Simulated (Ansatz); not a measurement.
# Te2Mo: what a change does to the field gradients

Base: a COD entry, ions relaxed with PBE at fixed cell.

```yaml
crystal:
  lattice:
    - [3.51820, 0.00000, 0.00000]
    - [-1.75910, 3.04685, 0.00000]
    - [0.00000, 0.00000, 13.97360]
  atoms:
    - { symbol: Te, position: [0.33333, 0.66667, 0.62009] }
    - { symbol: Te, position: [0.66667, 0.33333, 0.12009] }
    - { symbol: Te, position: [0.33333, 0.66667, 0.87991] }
    - { symbol: Te, position: [0.66667, 0.33333, 0.37991] }
    - { symbol: Mo, position: [0.33333, 0.66667, 0.25000] }
    - { symbol: Mo, position: [0.66667, 0.33333, 0.75000] }
```

Atoms are numbered from 1 in the order listed; like atoms form one site, named after its first atom.

Computed with Ansatz: DFT, PBE, plane waves and PAW, scalar-relativistic, 420 eV cutoff, Γ-centred 14×14×3 k-points, Fermi–Dirac smearing 0.02 eV.

(1) Variant: z stretched by 2 %, ions relaxed. What happens to the gradients (10²¹ V/m²)?

Results:

(1) 

```json
{"site": "Te", "atoms": "1, 2, 3, 4", "V_zz base": "-18.13", "η base": "0.00", "V_zz variant": "-18.59", "η variant": "0.00"}
{"site": "Mo", "atoms": "5, 6", "V_zz base": "-6.42", "η base": "0.00", "V_zz variant": "-6.26", "η variant": "0.00"}
```

The largest change of V_zz is on Te, from -18.13 to -18.59. In per cent, |V_zz| changes by +3 on Te, -2 on Mo (all sites that start above 0.5).

Without spin–orbit coupling the gradients at and beside Te can be off by some per cent, at some sites by more.
